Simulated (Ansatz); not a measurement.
This Ga2O3 structure is the end of a relaxation. The cell was found from a structure generator's guess, not taken from experiment.

Level of theory: DFT PBE, scalar-relativistic, plane waves, PAW in Ansatz. Cutoff 420 eV, Γ-centred mesh, Gaussian smearing, no spin polarisation.

```
CELL_PARAMETERS angstrom
5.29150 0.00000 0.00000
-2.64575 4.58258 0.00000
0.00000 0.00000 2.65582
ATOMIC_POSITIONS crystal
Ga 0.66667 0.33333 0.00000
Ga 0.33333 0.66667 0.00000
O 0.50000 0.50000 0.50000
O 0.50000 0.00000 0.50000
O 0.00000 0.50000 0.50000
```

Energies over the elements count from the elements' standard structures at the same level (O₂ as a molecule), with no fitted energy shifts.

Problem. Find its symmetry and describe it.

Solution. P6/mmm (No. 191). Conventional cell: a = 5.292 Å, c = 2.656 Å. Ga is surrounded by 6 O at 2.02 Å; around O lie 4 Ga at 2.02 Å and 6 O at 2.65–2.66 Å.

Problem. What is its formation energy per atom?

Solution. −1.413 eV/atom. A negative formation energy is needed for stability but isn't enough: competing phases decide.

Problem. Is it a metal?

Solution. No, the gap on the 6×6×10 mesh is 1.08 eV.

The last run used a 6×6×10 mesh (in the run's order of axes) for its 5-atom cell and Gaussian smearing of 0.02 eV. Kohn–Sham gaps at this level usually fall short of measured ones. A structure relaxed within its symmetry needn't be a true minimum.
